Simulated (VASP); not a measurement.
Crystal: Os.

```xyz
2
Lattice="2.7341 0.0000 0.0000 -1.3671 2.3678 0.0000 0.0000 0.0000 4.3197" Properties=species:S:1:pos:R:3 pbc="T T T"
Os    1.3671    0.7893    3.2398
Os    0.0000    1.5785    1.0799
```

```yaml
Program: VASP 6.6.1
Task: relaxation of cell and atoms
Functional: BLYP
Dispersion: D3(BJ)
Potentials_or_basis: VASP PAW PBE potentials, release 64 (Os)
Cutoff: 600 eV
k_mesh: 11 × 11 × 6
Occupations: fermi-dirac, width 0.05 eV
Spin: no spin polarisation
```

At the start: pressure 10.9 GPa; volume 13.98 Å³/atom.

Problem. Where does the relaxation end?

Solution. Over 7 steps the energy falls by 12.0 meV/atom and the volume is 14.34 Å³/atom (+2.6 %); space group P6_3/mmc (No. 194, to 0.05 Å).

Step by step:
```csv
step,energy change (eV),largest force (eV/Å),pressure (GPa),volume (Å³)
1,0.0000,0.0000,10.88,27.96
2,0.3570,0.0000,-33.12,31.99
3,-0.0239,0.0000,-0.48,28.73
4,-0.0240,0.0000,-0.07,28.69
5,-0.0240,0.0000,0.14,28.68
6,-0.0240,0.0000,0.13,28.68
7,-0.0240,0.0000,0.14,28.68
```

Final structure:
```
Os
1.0
     2.75760    0.00000    0.00000
    -1.37880    2.38815    0.00000
     0.00000    0.00000    4.35513
Os
2
Direct
  0.66667 0.33333 0.75000
  0.33333 0.66667 0.25000
```

Caveat: the PAW data sets were made with another functional, which shifts forces and pressure a little; pairwise dispersion overbinds metals, which lowers pressure and volume.
